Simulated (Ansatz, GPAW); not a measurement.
This is a calculation of W (Tungsten) for Ansatz 0.2.0. 

Contents of input.yaml:

```yaml
crystal:
  lattice:
    - [-1.582345, 1.582345, 1.582345]
    - [1.582345, -1.582345, 1.582345]
    - [1.582345, 1.582345, -1.582345]
  atoms:
    - { symbol: W, position: [0.0, 0.0, 0.0] }
kpoints:
  mp_grid: { grid: [12, 12, 12] }
scf:
  occupations: { method: gaussian, width: 0.022 }
hamiltonian:
  xc: pbe
  pseudopotentials: { kind: all_electron, lapw: { basis_error: 0.001 } }
output:
  forces: true
  stress: true
  eigenvalues: true
```

Potentials or basis: all-electron LAPW, scalar-relativistic.

Launch:

```sh
$ ansatz run input.yaml --threads 1 --pin off --max-ram 3072MiB --backend cpu --events-out ev --progress --plain --runs-dir out
```

Task: Translate it to GPAW 26.7.0 (ASE script). Potentials or basis there: GPAW PAW data sets (gpaw-data 1.2.1), cutoff 600 eV.

Result: As run (cutoffs and basis follow the program's own potentials, and thresholds, step limits or extra output files can differ):

The input run.py:

```python
from ase import Atoms
from ase.dft.bandgap import bandgap
from ase.io import write
from ase.units import GPa
from gpaw import GPAW, PW

atoms = Atoms(['W'],
              cell=[[-1.582345, 1.582345, 1.582345],
                    [1.582345, -1.582345, 1.582345],
                    [1.582345, 1.582345, -1.582345]],
              scaled_positions=[[0.0, 0.0, 0.0]],
              pbc=True)

calc = GPAW(mode=PW(600),
            xc='PBE',
            kpts={'size': (12, 12, 12), 'gamma': True},
            occupations={'name': 'methfessel-paxton', 'order': 0, 'width': 0.022},
            nbands=16,
            convergence={'density': 1e-05, 'energy': 1e-05},
            maxiter=150,
            txt='gpaw.txt')
atoms.calc = calc
energy = atoms.get_potential_energy()
forces = atoms.get_forces()
stress = atoms.get_stress()
calc.write('gs.gpw')
write('result.traj', atoms)
print(f'Energy: {energy:.6f} eV')
print('Forces (eV/A):')
print(forces.round(4))
print('Stress (GPa):', (stress / GPa).round(3))
print('Fermi level:', round(calc.get_fermi_level(), 4), 'eV')
print(f'Gap: {bandgap(calc)[0]:.4f} eV, direct: {bandgap(calc, direct=True)[0]:.4f} eV')
```

Potentials or basis: GPAW PAW data sets (gpaw-data 1.2.1), pw.

The run is started by

```console
$ OMP_NUM_THREADS=1 python run.py
```

Both were run:

|  | Ansatz | GPAW |
| --- | --- | --- |
| Pressure | 6.1 GPa | 5.8 GPa |

Where Ansatz's input types no cutoff or centring, it takes its own default and a Γ-centred mesh.

Pressure is positive in compression.
